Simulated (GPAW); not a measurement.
The system is HfB2.

```
Hf B
1.0
     3.14000    0.00000    0.00000
    -1.57000    2.71932    0.00000
     0.00000    0.00000    3.48000
Hf B
1 2
Cartesian
  0.0000 0.0000 0.0000
  1.5700 0.9064 1.7400
  0.0000 1.8129 1.7400
```

Base run:

- Program: GPAW 26.7.0
- Functional: LDA
- Potentials or basis: the program's PAW data sets (release 1.2.1) made for this functional
- Cutoff: 800 eV
- Basis: pw
- k mesh: 10 × 10 × 8
- Occupations: fermi-dirac, width 0.05 eV
- Spin: no spin polarisation
- Hubbard terms: Hf d U = 4 eV

Its results: band gap on the k mesh none (metal or under the smearing width); pressure 1.8 GPa.

**Question.** After a change of settings the same cell gave: band gap on the k mesh none (metal or under the smearing width); pressure 8.5 GPa. Which change was it?
A. hubbard terms from Hf d U = 4 eV to Hf d U = 3 eV
B. hubbard terms from Hf d U = 4 eV to Hf d U = 6 eV
C. hubbard terms from Hf d U = 4 eV to none
D. cutoff from 800 eV to 600 eV; k mesh from 10 × 10 × 8 to 8 × 8 × 6; hubbard terms from Hf d U = 4 eV to none

**Answer.** B.

Caveats: U without spin polarisation on a metal has little footing; the U is typed as a test and isn't derived for this compound.
